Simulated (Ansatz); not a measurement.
The system is In.

```
CELL_PARAMETERS angstrom
-1.88253 1.88253 1.88253
1.88253 -1.88253 1.88253
1.88253 1.88253 -1.88253
ATOMIC_POSITIONS crystal
In 0.00000 0.00000 0.00000
```

This isn't the form of In at room conditions, which is tetragonal.

| Item | Value |
| --- | --- |
| Program | Ansatz 0.2.0 |
| Task | relaxation of cell and atoms |
| Functional | RPBE |
| Dispersion | D3(BJ) |
| Potentials or basis | Ansatz PAW |
| Cutoff | 420 eV (not typed: the program's choice for these potentials) |
| k mesh | 10 × 10 × 10 |
| Occupations | fermi-dirac, width 0.05 eV |
| Spin | no spin polarisation |

At the start: volume 26.69 Å³/atom.

Q: How do energy, volume and symmetry change on relaxing?

A: It ends after 8 steps and the volume is 20.24 Å³/atom (-24.1 %); space group Im-3m (No. 229, to 0.05 Å).

Step by step:
| step | energy change (eV) | largest force (eV/Å) | volume (Å³) |
| --- | --- | --- | --- |
| 1 | 0.0000 | 0.0000 | 26.69 |
| 2 | -0.3012 | 0.0000 | 22.97 |
| 3 | -0.3917 | 0.0000 | 19.62 |
| 4 | -0.3981 | 0.0000 | 20.43 |
| 5 | -0.3987 | 0.0000 | 20.26 |
| 6 | -0.3971 | 0.0000 | 20.26 |
| 7 | -0.3971 | 0.0000 | 20.24 |
| 8 | -0.3971 | 0.0000 | 20.24 |

Final structure:
```xyz
1
Lattice="-1.7169 1.7169 1.7169 1.7169 -1.7169 1.7169 1.7169 1.7169 -1.7169" Properties=species:S:1:pos:R:3 pbc="T T T"
In    0.0000    0.0000    0.0000
```

Caveat: the volume moved by over 15 % at a fixed basis, so the end points are rough; the plane-wave basis is chosen anew once the cell has moved, so the energies of steps on either side of that aren't comparable; pairwise dispersion overbinds metals, which lowers pressure and volume; the PAW data sets come from PBE, with cores solved anew for the run's functional, which leaves a small shift of forces and pressure.
